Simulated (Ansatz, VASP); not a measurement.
**One calculation of Ti, two programs**

INCAR

```
PREC     = Accurate       # precision mode
ENCUT    = 520            # plane-wave cutoff, eV
EDIFF    = 1E-6           # SCF threshold, eV
ISMEAR   = -1             # smearing method
SIGMA    = 0.05           # smearing width, eV
LREAL    = F              # projectors in reciprocal space
LASPH    = T              # aspherical terms in the spheres
NELM     = 80             # most SCF steps
ALGO     = Normal         # electronic algorithm
ISIF     = 2              # what is computed and relaxed
LWAVE    = F              # write WAVECAR
LCHARG   = F              # write CHGCAR
GGA      = RP             # functional
NBANDS   = 12             # bands
```

The input KPOINTS:

```
regular mesh
0
Gamma
  18 18 18
```

File POSCAR:

```
Ti
1.0
   -1.6038447660      1.6038447660      1.6038447660
    1.6038447660     -1.6038447660      1.6038447660
    1.6038447660      1.6038447660     -1.6038447660
Ti
1
Direct
    0.0000000000      0.0000000000      0.0000000000
```

Input for Ansatz:

```yaml
crystal:
  lattice:
    - [-1.603844766, 1.603844766, 1.603844766]
    - [1.603844766, -1.603844766, 1.603844766]
    - [1.603844766, 1.603844766, -1.603844766]
  atoms:
    - { symbol: Ti, position: [0.0, 0.0, 0.0] }
kpoints:
  mp_grid: { grid: [18, 18, 18] }
scf:
  occupations: { method: fermi_dirac, width: 0.05 }
hamiltonian:
  xc: rpbe
  pseudopotentials: { kind: all_electron, lapw: { basis_error: 0.001 } }
output:
  forces: true
  stress: true
  eigenvalues: true
```

This isn't the form of Ti at room conditions, which is hcp.

Alike in both runs: task single point; functional RPBE; k mesh 18 × 18 × 18; occupations fermi-dirac, width 0.05 eV; no spin polarisation.

|  | VASP | Ansatz |
| --- | --- | --- |
| version | VASP 6.6.1 | Ansatz 0.2.0 |
| potentials or method | VASP PAW PBE potentials, release 64 (Ti_sv) | all-electron LAPW, scalar-relativistic |
| plane-wave cutoff (eV) | 520 | see its input |

Ansatz gave:

| Item | Value |
| --- | --- |
| gap on the k mesh at the Fermi level (eV) | none |
| pressure (GPa) | 8.6 |

Estimate VASP's values.

gap on the k mesh at the Fermi level (eV): none; pressure (GPa): 8.3.

A gap of «none» marks a metal or a gap that the smearing closes. Ansatz ran all-electron here, so the differences hold the error of VASP's frozen core and of both bases.

Caveats: the PAW data sets were made with another functional, which shifts forces and pressure a little (VASP).
